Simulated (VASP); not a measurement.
A run of VASP 6.6.1:

The input POSCAR:

```
InP
1.0
    0.0000000000      2.8550000000      2.8550000000
    2.8550000000      0.0000000000      2.8550000000
    2.8550000000      2.8550000000      0.0000000000
In P
1 1
Direct
    0.0000000000      0.0000000000      0.0000000000
    0.5000000000      0.5000000000      0.5000000000
```

Contents of INCAR.step1:

```
SYSTEM = InP
PREC = Accurate ; ENCUT = 520
ISMEAR = 0 ; SIGMA = 0.15
LREAL = .False. ; LASPH = .True.
NELM = 100 ; NBANDS = 16
GGA = PE ; ALGO = Normal
EDIFF = 1E-4 ; LWAVE = .True.
LCHARG = .False.
```

INCAR.step2

```
SYSTEM = InP
PREC = Accurate ; ENCUT = 520
EDIFF = 1E-6 ; ISMEAR = 0
SIGMA = 0.15 ; LREAL = .False.
LASPH = .True. ; NELM = 100
ALGO = Normal ; ISIF = 2
LWAVE = .False. ; LCHARG = .False.
METAGGA = R2SCAN ; LMIXTAU = .True.
NBANDS = 16 ; ISTART = 1
```

The input KPOINTS:

```
regular mesh
0
Gamma
  16 16 16
  0 0 0
```

Potentials or basis: VASP PAW PBE potentials, release 64 (In_d, P).

Command:

```bash
$ cat potpaw_PBE.64/In_d/POTCAR potpaw_PBE.64/P/POTCAR > POTCAR
$ cp INCAR.step1 INCAR
$ mpirun -np 1 vasp_std > vasp.out
$ cp INCAR.step2 INCAR
$ mpirun -np 1 vasp_std > vasp.out
```

Hardware: 1 thread of Intel(R) Xeon(R) Platinum 8259CL CPU @ 2.50GHz (Skylake/Cascade Lake), on a shared host.

Estimate the wall time of this run.

Wall time 6.6 min on 1 thread of Intel(R) Xeon(R) Platinum 8259CL CPU @ 2.50GHz (Skylake/Cascade Lake), on a shared host, peak memory 0.24 GiB. Counts: scf iterations 12, k points 145.
